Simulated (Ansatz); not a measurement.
# TiB2/Be2C/TiB2: predicting the conductance of a thicker barrier

**Method.** Ansatz 0.2.0, plane waves with PAW datasets, PBE. Interfaces are relaxed in a short slab (with D3(BJ) where the barrier is layered), set between ideal electrode layers that go on as semi-infinite leads, and the zero-bias conductance G at 300 K comes from T(E) on a typed mesh. The error is the largest of the program's estimates from energy step, mesh, the leads' potential steps and neutrality; its separate bound for narrow resonances between the energies solved isn't counted and can be far larger. The lower electrode is TiB2 (AlB2 0001), the upper TiB2 (AlB2 0001) and the barrier Be2C (fluorite 111), on a net of side 3.03 Å; d is the distance between the electrodes' last planes.

What is known so far:

| planes in the barrier | d (Å) | G (S/m²) | error (%) | lead step (meV) |
| --- | --- | --- | --- | --- |
| 6 | 6.81 | 5.41e13 | 22 | 21 |
| 9 | 9.33 | 2.74e13 | 18 | 21 |
| 12 | 11.84 | 1.47e13 | 38 | 42 |
| 15 | 14.35 | 7.58e12 | 31 | 42 |

Q: A further run has 18 planes, d = 16.87 Å. Fit G ∝ exp(−βd) to the rows shown and predict its conductance.

**Worked fit.** Take y = ln G: 31.62, 30.94, 30.32 and 29.66. The means are d = 10.58 Å and y = 30.64; Σ(Δd Δy) = −8.19 and Σ(Δd)² = 31.58, so the slope is −0.259 Å⁻¹ (β = 0.259 Å⁻¹). At d = 16.87 Å, y = 30.64 − 0.259 × 6.29 = 29.01, or G = 3.95e12 S/m².

What the calculation gave: The run gave 3.86e12 S/m², with an error estimate of 29 % and a lead step of 42 meV. The prediction is 1.02 times that, a miss under 10 %.

**Limits.** The interfaces are ideal, one cell wide, strained to a common net and relaxed from one registry with their symmetry kept. PBE's gaps are too small, so true decay constants are likely larger where the Fermi level lies deep in a gap. No spin-orbit coupling, phonons, disorder or image charges enter. The rows shown are chosen by tests on error estimates (under 100 to 120 %), lead steps (under 150 meV, though the program warns over 25), intact interfaces and, for fits, a steady trend in the rows shown; the data set holds 414 series of this kind, and not all pass.
